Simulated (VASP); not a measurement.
# NaCl (Fm-3m) in VASP: settings compared, part 2 of 2

VASP 6.6.1.

## (3) G0W0 quasiparticle levels, PBE

POSCAR

```
NaCl
1.0
    0.0000000000      2.7940632177      2.7940632177
    2.7940632177      0.0000000000      2.7940632177
    2.7940632177      2.7940632177      0.0000000000
Cl Na
1 1
Direct
    0.5000000000      0.5000000000      0.5000000000
    0.0000000000      0.0000000000      0.0000000000
```

INCAR.step1

```
PREC     = Accurate       # precision mode
ENCUT    = 500            # plane-wave cutoff, eV
EDIFF    = 1E-8           # SCF threshold, eV
ISMEAR   = 0              # smearing method
SIGMA    = 0.01           # smearing width, eV
LREAL    = F              # projectors in reciprocal space
LASPH    = T              # aspherical terms in the spheres
NELM     = 100            # most SCF steps
ALGO     = Fast           # electronic algorithm
LWAVE    = T              # write WAVECAR
LCHARG   = F              # write CHGCAR
GGA      = PE             # functional
```

INCAR.step2

```
PREC     = Accurate       # precision mode
ENCUT    = 500            # plane-wave cutoff, eV
EDIFF    = 1E-8           # SCF threshold, eV
ISMEAR   = 0              # smearing method
SIGMA    = 0.01           # smearing width, eV
LREAL    = F              # projectors in reciprocal space
LASPH    = T              # aspherical terms in the spheres
NELM     = 1              # most SCF steps
ALGO     = Exact          # electronic algorithm
LWAVE    = T              # write WAVECAR
LCHARG   = F              # write CHGCAR
GGA      = PE             # functional
NBANDS   = 107            # bands
LOPTICS  = T              # frequency-dependent dielectric function
ISTART   = 1
```

INCAR.step3

```
PREC     = Accurate       # precision mode
ENCUT    = 500            # plane-wave cutoff, eV
EDIFF    = 1E-8           # SCF threshold, eV
ISMEAR   = 0              # smearing method
SIGMA    = 0.01           # smearing width, eV
LREAL    = F              # projectors in reciprocal space
LASPH    = T              # aspherical terms in the spheres
ALGO     = EVGW0          # electronic algorithm
LWAVE    = F              # write WAVECAR
LCHARG   = F              # write CHGCAR
GGA      = PE             # functional
NELMGW   = 1            
NBANDS   = 107            # bands
ENCUTGW  = 100            # cutoff of the response function
NOMEGA   = 64             # frequency points
PRECFOCK = Fast         
ISTART   = 1            
NBANDSGW = 16
```

KPOINTS

```
regular mesh
0
Gamma
  5 5 5
```

Potentials or basis: VASP PAW PBE potentials, release 64 (Cl_GW, Na_sv_GW).

On the command line:

```bash
cat potpaw_PBE.64/Cl_GW/POTCAR potpaw_PBE.64/Na_sv_GW/POTCAR > POTCAR
cp INCAR.step1 INCAR
mpirun -np 1 vasp_std > vasp.out
cp INCAR.step2 INCAR
mpirun -np 1 vasp_std > vasp.out
cp INCAR.step3 INCAR
mpirun -np 1 vasp_std > vasp.out
```

OUTCAR:

```text
PREC = Accurate
   ENCUT = 500
   EDIFF = 1E-8
   ISMEAR = 0
   LREAL = F
   LASPH = T
   GGA = PE
   NELMGW = 1
   ENCUTGW = 100
   PRECFOCK = Fast
   ISTART = 1

 ion  position               nearest neighbor table
   1  0.500  0.500  0.500-
   2  0.000  0.000  0.000-

  LATTYP: Found a face centered cubic cell.
 ALAT       =     5.5881264354

  Lattice vectors:

 A1 = (   0.0000000000,   2.7940632177,   2.7940632177)
 A2 = (   2.7940632177,   0.0000000000,   2.7940632177)
 A3 = (   2.7940632177,   2.7940632177,   0.0000000000)

Analysis of symmetry for initial positions (statically):
=====================================================================
 Subroutine PRICEL returns:
 Original cell was already a primitive cell.

 Routine SETGRP: Setting up the symmetry group for a
 face centered cubic supercell.

 Subroutine GETGRP returns: Found 48 space group operations
 (whereof 48 operations were pure point group operations)
 out of a pool of 48 trial point group operations.

The static configuration has the point symmetry O_h .

Analysis of symmetry for dynamics (positions and initial velocities):
=====================================================================
 Subroutine PRICEL returns:
 Original cell was already a primitive cell.

 Routine SETGRP: Setting up the symmetry group for a
 face centered cubic supercell.

 Subroutine GETGRP returns: Found 48 space group operations
 (whereof 48 operations were pure point group operations)
 out of a pool of 48 trial point group operations.

The dynamic configuration has the point symmetry O_h .

 Subroutine INISYM returns: Found 48 space group operations
 (whereof 48 operations are pure point group operations),
 and found     1 'primitive' translations
[... 78 lines left out ...]
   ENCUT  =  500.0 eV  36.75 Ry    6.06 a.u.   7.20  7.20  7.20*2*pi/ulx,y,z
   NELM   =     60;   NELMIN=  2; NELMDL=  0     # of ELM steps
   EDIFF  = 0.1E-07   stopping-criterion for ELM
   LREAL  =      F    real-space projection
   EDIFFG = 0.1E-06   stopping-criterion for IOM
   NSW    =      0    number of steps for IOM
   IBRION =     -1    ionic relax: 0-MD 1-quasi-New 2-CG
   NFREE  =      0    steps in history (QN), initial steepest desc. (CG)
   ISIF   =      0    stress and relaxation
   ISYM   =      3    0-nonsym 1-usesym 2-fastsym
   POTIM  = 0.5000    time-step for ionic-motion
   TEBEG  =    0.0;   TEEND  =   0.0 temperature during run
   PSTRESS=    0.0 pullay stress
   NELECT =      16.0000    total number of electrons
   NUPDOWN=      -1.0000    fix difference up-down
   EMIN   =  10.00;   EMAX   =-10.00  energy-range for DOS
   EFERMI =   0.00;   METHOD = LEGACY
   ISMEAR =     0;   SIGMA  =   0.01  broadening in eV -4-tet -1-fermi 0-gaus
   EFERMI_NEDOS =   21; number of points for ismear=-14 and -15
   IALGO  =     38    algorithm
   IMIX   =      4    mixing-type and parameters
     AMIX     =   0.40;   BMIX     =  1.00
     AMIX_MAG =   1.60;   BMIX_MAG =  1.00
  volume/ion in A,a.u.               =      21.81       147.20
  Fermi-wavevector in a.u.,A,eV,Ry     =   1.171841  2.214458 18.683667  1.373211
  Thomas-Fermi vector in A             =   2.308278
   LORBIT       =      0    0 simple, 1 ext, 2 COOP (PROOUT), +10 PAW based schemes
   GGA     = PE    functional components
   LHFCALC =     T    Hartree Fock is set to
   PRECFOCK=fast      Normal, Fast or Accurate (Low or Medium for compatibility)
   ENCUT4O =  -1.0   cutoff for four orbital integrals eV
   NKREDX  =     1    reduce k-point grid by
   NKREDY  =     1    reduce k-point grid by
   NKREDZ  =     1    reduce k-point grid by
   AEXX    =    1.0000 exact exchange contribution
   HFSCREEN=    0.0000 screening length (either q_TF or 0.3 A-1)
   HFSCREENC=   0.0000 screening length for correlation (either q_TF or 0.3 A-1)
   ENCUTFOCK=  -1.0 apply spherical cutoff to Coloumb kernel
   IVDW    =     0    specifies the selected vdW correction
   LEPSILON=     F    determine dielectric tensor
   LRPA    =     F    only Hartree local field effects (RPA)
   LRPAFORCE           =     F    calculate RPA forces
   ENCUTGW             = 100.0    cutoff for response function in eV
   ENCUTGWSOFT         =  80.0    soft cutoff for Coulomb kernel in GW response function in eV
   ENCUTLF             =  -1.0    cutoff for local field effects
   NELMGW              =     1    number of iterations in solving QP/BSE equation
   NELMHF              =     1    number of iterations in the inner HF iteration
   NKREDLFX            =     1    NKREDLFY  =   1   NKREDLFZ  =   1
 non-spin polarized calculation
 Gauss-broadening in eV      SIGMA  =   0.01
  energy-cutoff  :      500.00
  volume of cell :       43.63
 maximum number of plane-waves:      1122
 NGX is ok and might be reduce to    30
  NGX = 18; NGY = 18; NGZ = 18
   NGX = 15   NGY = 15   NGZ = 15
 maximum number of plane-waves:       113
 NGX is ok and might be reduce to    18

 QP shifts <psi_nk| G(iteration)W_0 |psi_nk>: iteration 1
 for sc-GW calculations column KS-energies equals QP-energies in previous step
 and V_xc(KS)=  KS-energies - (<T + V_ion + V_H > + <T+V_H+V_ion>^1  + <V_x>^1)

 k-point   1 :       0.0000    0.0000    0.0000
  band No.  KS-energies  QP-energies   sigma(KS)   V_xc(KS)     V^pw_x(r,r')   Z            occupation Imag(sigma)

      1     -49.6061     -59.8323     -42.3151     -29.2756     -49.1353       0.7842       2.0000       0.4139
      2     -21.5424     -27.8197     -35.9853     -28.3188     -41.3633       0.8188       2.0000       0.1766
      3     -21.5424     -27.8197     -35.9853     -28.3188     -41.3633       0.8188       2.0000       0.1766
      4     -21.5424     -27.8197     -35.9853     -28.3188     -41.3633       0.8188       2.0000       0.1766
      5     -13.4995     -14.7905     -16.7677     -14.9569     -24.2394       0.7129       2.0000       1.5531
      6      -0.7774      -2.5628     -16.7999     -14.5649     -18.9070       0.7988       2.0000       0.1311
[... 175 lines left out ...]
      2     -21.5635     -27.7568     -35.8997     -28.2435     -41.2801       0.8089       2.0000       0.1857
      3     -21.5553     -27.7678     -35.9418     -28.2767     -41.3164       0.8105       2.0000       0.1784
      4     -21.5504     -27.7762     -35.9544     -28.2924     -41.3322       0.8126       2.0000       0.1789
      5     -13.0911     -14.3206     -17.1822     -15.4652     -24.5955       0.7161       2.0000       1.4254
      6      -2.2630      -4.3213     -15.4545     -12.8595     -17.7122       0.7932       2.0000       0.1640
[... 8 lines left out ...]
     15      16.2692      18.0506      -8.7742     -10.9923      -4.4401       0.8031       0.0000      -0.3885
     16      17.0731      18.9491      -9.0847     -11.4195      -4.6361       0.8035       0.0000      -0.4438
```

OUTCAR.step2:

```text
PREC = Accurate
   ENCUT = 500
   EDIFF = 1E-8
   ISMEAR = 0
   LREAL = F
[... 770 lines left out ...]
     0.00000     2.77428     2.77428     2.77428    -0.00000    -0.00000     0.00000
     1.74488     2.83608     2.83608     2.83608    -0.00000    -0.00000     0.00000
     3.48976     3.06810     3.06810     3.06810    -0.00000    -0.00000     0.00000
     5.23465     3.57887     3.57887     3.57887    -0.00000    -0.00000     0.00000
     6.97953     4.20403     4.20403     4.20403    -0.00000    -0.00000     0.00000
     8.72441     0.09569     0.09569     0.09569     0.00000     0.00000    -0.00000
[... 92 lines left out ...]
   170.99841     0.98484     0.98484     0.98484     0.00000     0.00000    -0.00000
   172.74329     0.98520     0.98520     0.98520     0.00000     0.00000    -0.00000
```

Wall time 6.4 min (1 thread of Intel Xeon Platinum 8488C (Sapphire Rapids), shared host); peak memory 0.46 GiB.

Results:

```
Band gap on the k mesh, mean-field level : 5.22 eV, direct
Quasiparticle gap                        : 7.94 eV
Least direct quasiparticle gap           : 7.94 eV
```

Caveat: bands, screening cutoff and mesh are small and nothing is extrapolated, so the quasiparticle values aren't converged.
